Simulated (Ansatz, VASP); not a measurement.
## SiGe in VASP and in Ansatz

```
CELL_PARAMETERS angstrom
4.01449 0.00000 0.00000
-2.00725 3.47665 0.00000
0.00000 0.00000 6.10198
ATOMIC_POSITIONS crystal
Si 0.66667 0.33333 0.87461
Si 0.33333 0.66667 0.37461
Ge 0.66667 0.33333 0.50039
Ge 0.33333 0.66667 0.00039
```

Alike in both runs: task single point; functional PBEsol; k mesh 12 × 12 × 6; occupations gaussian, width 0.03 eV; no spin polarisation.

|  | VASP | Ansatz |
| --- | --- | --- |
| version | VASP 6.6.1 | Ansatz 0.2.0 |
| potentials or method | VASP PAW PBE potentials, release 64 (Si, Ge_d) | scalar-relativistic, plane waves, PAW |
| plane-wave cutoff (eV) | 520 | 420 |
| valence electrons in the cell | 36 | 36 |

VASP gave:

* gap on the k mesh at the Fermi level (eV): none
* pressure (GPa): 0.8
* largest component of the traceless stress (GPa): 12.57
* rms of the force components (eV/Å): 0.613

Estimate Ansatz's values.

gap on the k mesh at the Fermi level (eV): none; pressure (GPa): 0.8; largest component of the traceless stress (GPa): 12.55; rms of the force components (eV/Å): 0.616.

Atom by atom the forces differ by 0.002 eV/Å (rms over components). A gap of «none» marks a metal or a gap that the smearing closes.

Caveats: the PAW data sets were made with another functional, which shifts forces and pressure a little (VASP).
